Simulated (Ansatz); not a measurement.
Eigenvalues along a path: TePb (zincblende type)

```
Pb Te
1.0
     0.00000    3.48853    3.48853
     3.48853    0.00000    3.48853
     3.48853    3.48853    0.00000
Pb Te
1 1
Direct
  0.00000 0.00000 0.00000
  0.25000 0.25000 0.25000
```

The cell comes from a relaxation on PAW files under the same functional, begun from a prototype that needn't be the stable phase.

All numbers are LDA results (scalar-relativistic) from Ansatz 0.2.0, with a Γ-centred 12×12×12 k mesh, Fermi–Dirac smearing of 0.08 eV, no spin polarisation. Methods: LAPW: all electrons, basis error target 1 meV/atom.

This run: volume at 0.94 of the series' base cell.

Spin–orbit coupling is left out, which matters for the heavy atoms.

Path points, in fractions of the reciprocal vectors: Γ (0.000, 0.000, 0.000), X (-0.500, -0.500, 0.000), U (-0.375, -0.375, 0.250), K (-0.375, 0.000, 0.375), L (0.000, 0.000, 0.500), W (-0.500, -0.250, 0.250). The distance column jumps between branches of the path. Levels in eV from the valence-band top; bands 21 to 34, counted from the lowest band of the run. The gap is 0.12 eV, the pressure 2.11 GPa.

```
# k(1/Å) point b21 b22 b23 b24 b25 b26 b27 b28 b29 b30 b31 b32 b33 b34
0.000 Γ -17.04 -17.04 -17.04 -17.00 -17.00 -12.32 -6.08 -1.82 -1.82 -1.82 1.27 1.27 1.27 3.72
0.113 - -17.05 -17.04 -17.04 -17.00 -17.00 -12.29 -6.20 -1.92 -1.92 -1.72 1.13 1.41 1.41 3.97
0.225 - -17.05 -17.04 -17.04 -17.00 -17.00 -12.19 -6.52 -2.15 -2.15 -1.46 0.86 1.78 1.78 4.58
0.338 - -17.06 -17.04 -17.04 -17.00 -17.00 -12.03 -6.97 -2.45 -2.45 -1.16 0.60 2.29 2.29 5.04
0.450 - -17.06 -17.03 -17.03 -17.00 -16.99 -11.81 -7.47 -2.73 -2.73 -0.94 0.42 2.88 2.88 4.70
0.563 - -17.07 -17.03 -17.03 -17.00 -16.99 -11.55 -7.97 -2.98 -2.98 -0.84 0.32 3.50 3.50 4.66
0.675 - -17.08 -17.03 -17.03 -17.00 -16.99 -11.28 -8.43 -3.17 -3.17 -0.83 0.23 4.08 4.08 4.92
0.788 - -17.08 -17.03 -17.03 -17.00 -16.99 -11.04 -8.78 -3.28 -3.28 -0.84 0.15 4.54 4.54 5.34
0.901 X -17.08 -17.02 -17.02 -17.00 -16.99 -10.94 -8.91 -3.32 -3.32 -0.84 0.12 4.73 4.73 5.59
0.940 - -17.08 -17.02 -17.02 -17.00 -16.99 -10.94 -8.91 -3.34 -3.32 -0.82 0.14 4.68 4.71 5.60
0.980 - -17.08 -17.03 -17.02 -17.00 -16.99 -10.94 -8.91 -3.39 -3.31 -0.78 0.20 4.58 4.65 5.60
1.020 - -17.08 -17.03 -17.03 -17.00 -16.99 -10.94 -8.91 -3.45 -3.29 -0.73 0.30 4.43 4.56 5.57
1.060 - -17.08 -17.03 -17.03 -17.00 -16.99 -10.94 -8.91 -3.53 -3.26 -0.68 0.45 4.27 4.45 5.49
1.100 - -17.08 -17.03 -17.03 -17.00 -16.99 -10.95 -8.90 -3.61 -3.23 -0.64 0.64 4.10 4.31 5.37
1.139 - -17.08 -17.03 -17.03 -17.00 -16.99 -10.96 -8.89 -3.69 -3.19 -0.61 0.86 3.93 4.16 5.24
1.179 - -17.08 -17.03 -17.03 -17.00 -16.99 -10.97 -8.87 -3.76 -3.14 -0.60 1.11 3.78 3.99 5.10
1.219 U -17.08 -17.03 -17.03 -17.00 -16.99 -10.99 -8.84 -3.81 -3.09 -0.60 1.35 3.64 3.82 4.98
1.770 K -17.08 -17.03 -17.03 -17.00 -16.99 -10.99 -8.84 -3.81 -3.09 -0.60 1.35 3.64 3.82 4.98
1.890 - -17.07 -17.03 -17.03 -17.00 -17.00 -11.10 -8.69 -3.87 -2.90 -0.66 1.96 3.24 3.29 4.94
2.009 - -17.07 -17.03 -17.03 -17.00 -17.00 -11.29 -8.42 -3.76 -2.68 -0.82 2.21 2.78 2.85 5.56
2.129 - -17.06 -17.04 -17.03 -17.00 -17.00 -11.52 -8.03 -3.49 -2.45 -1.05 2.04 2.32 2.66 5.78
2.248 - -17.06 -17.04 -17.04 -17.00 -17.00 -11.77 -7.56 -3.11 -2.23 -1.29 1.69 1.94 2.57 5.68
2.367 - -17.05 -17.04 -17.04 -17.00 -17.00 -12.00 -7.05 -2.67 -2.05 -1.51 1.41 1.65 2.28 5.43
2.487 - -17.05 -17.04 -17.04 -17.00 -17.00 -12.17 -6.57 -2.24 -1.92 -1.68 1.25 1.43 1.83 4.65
2.606 - -17.05 -17.04 -17.04 -17.00 -17.00 -12.29 -6.21 -1.93 -1.85 -1.79 1.24 1.31 1.42 3.99
2.726 Γ -17.04 -17.04 -17.04 -17.00 -17.00 -12.32 -6.08 -1.82 -1.82 -1.82 1.27 1.27 1.27 3.72
2.823 - -17.04 -17.04 -17.04 -17.00 -17.00 -12.30 -6.17 -1.86 -1.86 -1.82 1.27 1.32 1.32 3.91
2.921 - -17.05 -17.04 -17.04 -17.00 -17.00 -12.22 -6.42 -1.95 -1.95 -1.84 1.36 1.46 1.46 4.38
3.018 - -17.05 -17.04 -17.04 -17.00 -17.00 -12.10 -6.78 -2.08 -2.08 -1.90 1.61 1.65 1.65 4.93
3.116 - -17.05 -17.04 -17.04 -17.00 -17.00 -11.95 -7.19 -2.21 -2.21 -2.02 1.85 1.85 2.04 5.29
3.213 - -17.06 -17.04 -17.04 -17.00 -17.00 -11.77 -7.60 -2.33 -2.33 -2.14 2.00 2.00 2.61 5.36
3.311 - -17.06 -17.04 -17.04 -17.00 -17.00 -11.60 -7.96 -2.42 -2.42 -2.25 2.10 2.10 3.23 5.34
3.408 - -17.06 -17.04 -17.04 -17.00 -17.00 -11.47 -8.21 -2.48 -2.48 -2.32 2.15 2.15 3.76 5.37
3.505 L -17.07 -17.04 -17.04 -17.00 -17.00 -11.42 -8.30 -2.50 -2.50 -2.34 2.17 2.17 3.98 5.43
3.585 - -17.07 -17.04 -17.03 -17.00 -17.00 -11.40 -8.31 -2.83 -2.53 -1.99 2.12 2.22 3.92 5.55
3.665 - -17.07 -17.03 -17.03 -17.00 -17.00 -11.36 -8.36 -3.17 -2.60 -1.56 2.03 2.39 3.76 5.82
3.744 - -17.07 -17.03 -17.03 -17.00 -17.00 -11.29 -8.44 -3.45 -2.72 -1.16 1.93 2.61 3.58 5.74
3.824 - -17.07 -17.03 -17.03 -17.00 -17.00 -11.21 -8.55 -3.64 -2.88 -0.80 1.86 2.75 3.52 5.40
3.903 - -17.07 -17.03 -17.03 -17.00 -17.00 -11.11 -8.67 -3.75 -3.06 -0.49 1.84 2.67 3.65 5.21
3.983 - -17.07 -17.03 -17.03 -17.00 -16.99 -11.02 -8.79 -3.77 -3.26 -0.23 1.83 2.53 3.70 5.33
4.063 - -17.07 -17.03 -17.03 -17.00 -16.99 -10.96 -8.87 -3.72 -3.44 -0.06 1.80 2.45 3.62 5.65
4.142 W -17.08 -17.03 -17.03 -17.00 -16.99 -10.93 -8.90 -3.63 -3.57 0.00 1.78 2.44 3.57 5.82
4.199 - -17.08 -17.03 -17.03 -17.00 -16.99 -10.93 -8.90 -3.62 -3.56 -0.04 1.60 2.64 3.61 5.82
4.255 - -17.08 -17.03 -17.03 -17.00 -16.99 -10.94 -8.90 -3.59 -3.54 -0.13 1.28 3.01 3.73 5.80
4.311 - -17.08 -17.03 -17.03 -17.00 -16.99 -10.94 -8.90 -3.55 -3.50 -0.28 0.97 3.41 3.92 5.77
4.367 - -17.08 -17.03 -17.03 -17.00 -16.99 -10.94 -8.91 -3.49 -3.45 -0.44 0.69 3.80 4.13 5.74
4.424 - -17.08 -17.03 -17.02 -17.00 -16.99 -10.94 -8.91 -3.43 -3.41 -0.59 0.45 4.16 4.35 5.70
4.480 - -17.08 -17.03 -17.02 -17.00 -16.99 -10.94 -8.91 -3.38 -3.36 -0.72 0.27 4.46 4.54 5.65
4.536 - -17.08 -17.03 -17.02 -17.00 -16.99 -10.94 -8.91 -3.34 -3.33 -0.81 0.16 4.66 4.67 5.61
4.593 X -17.08 -17.02 -17.02 -17.00 -16.99 -10.94 -8.91 -3.32 -3.32 -0.84 0.12 4.73 4.73 5.59
```
